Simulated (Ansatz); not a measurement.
Band alignment of van der Waals layers

Plane-wave DFT in Ansatz, PBE (D3 dispersion in the geometry where needed), scalar-relativistic PAW potentials, cutoff 420 eV, no spin-orbit coupling; no spin polarisation. Each layer was relaxed alone in vacuum; layers built from a prototype may never have been made or may have a lower form. Levels count down from the vacuum level.

| layer | valence top (eV) | conduction bottom (eV) |
| --- | --- | --- |
| SnO (P4/nmm as a slab) | 5.40 | 2.36 |
| ZrS₂ (P-3m1 as a slab) | 6.40 | 5.30 |
| P (Pmna as a slab) | 4.92 | 4.19 |
| SnSe₂ (P-3m1 as a slab) | 5.96 | 5.19 |

Problem. Line the vacuum levels up. What type is each pair, where do electrons and holes collect, and what gap is left across the pair?

Solution.
| pair | type | electrons | holes | highest valence top to lowest conduction bottom (eV) |
| --- | --- | --- | --- | --- |
| SnO / ZrS₂ | II (staggered) | ZrS₂ | SnO | 0.10 |
| SnO / P | I (straddling) | P | P | 0.73 |
| SnO / SnSe₂ | II (staggered), close call | SnSe₂ | SnO | 0.21 |
| ZrS₂ / P | III (broken) | ZrS₂ | P | -0.38 |
| ZrS₂ / SnSe₂ | II (staggered), close call | ZrS₂ | SnSe₂ | 0.66 |
| P / SnSe₂ | III (broken) | SnSe₂ | P | -0.27 |

Electrons fall to the conduction band that lies deepest under vacuum, holes rise to the shallowest valence band. Type II parts the carriers (detectors, tunnel transistors once the gap left is small), type I gathers them (emitters), and in type III charge moves over until a dipole builds up, so the rule fails there. It holds best for weak coupling; no stack was computed, and quasiparticle corrections widen the gap of a free layer by about 1 eV or more. That can turn type III into II. A close call has an offset or a gap across the pair under 0.1 eV in size, or puts a carrier in the layer whose edges move out most (as a rule the one with the wider gap) by a margin that the corrections can undo; such pairs can change type.

Spin-orbit coupling, left out, can lift the valence top by a tenth of an eV or more in selenides, tellurides and layers of other heavy elements.

Cost: about 5.1 core-minutes for the runs cited, on Intel Xeon 6975P-C (Granite Rapids), Intel Xeon Processor @ 2.70GHz, Arm Neoverse V1 (shared hosts).